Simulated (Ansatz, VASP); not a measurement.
# PtSe2: VASP beside Ansatz

```
Pt Se
1.0
     3.57504    0.00000    0.00000
    -1.78752    3.09608    0.00000
     0.00000    0.00000    4.65704
Pt Se
1 2
Direct
  0.00000 0.00000 0.00000
  0.33333 0.66667 0.25000
  0.66667 0.33333 0.75000
```

Change from the starting cell: strain -0.040 along x and y, -0.080 along z, atoms carried along.

Alike in both runs: task single point; functional PBEsol; k mesh 12 × 12 × 10; occupations gaussian, width 0.15 eV; no spin polarisation.

```csv
,VASP,Ansatz
version,VASP 6.6.1,Ansatz 0.2.0
potentials or method,"VASP PAW PBE potentials, release 64 (Pt, Se)","scalar-relativistic, plane waves, PAW"
plane-wave cutoff (eV),520,420
valence electrons in the cell,22,50
```

```csv
,VASP,Ansatz,Ansatz less VASP
gap on the k mesh at the Fermi level (eV),none,none,-
pressure (GPa),33.4,32.9,-0.43
largest component of the traceless stress (GPa),7.83,7.70,-0.127
rms of the force components (eV/Å),1.421,1.399,-0.0214
```

Atom by atom the forces differ by 0.021 eV/Å (rms over components). A gap of «none» marks a metal or a gap that the smearing closes. The two sets of potentials don't hold the same shells in valence.

Caveats: so large a pressure means that the cell lies far from this level's equilibrium, or that cutoff or potentials fall short (VASP); the potentials were made for another functional, which shifts forces and pressure (VASP). Spin-orbit coupling is left out, which matters for the levels of Pt.
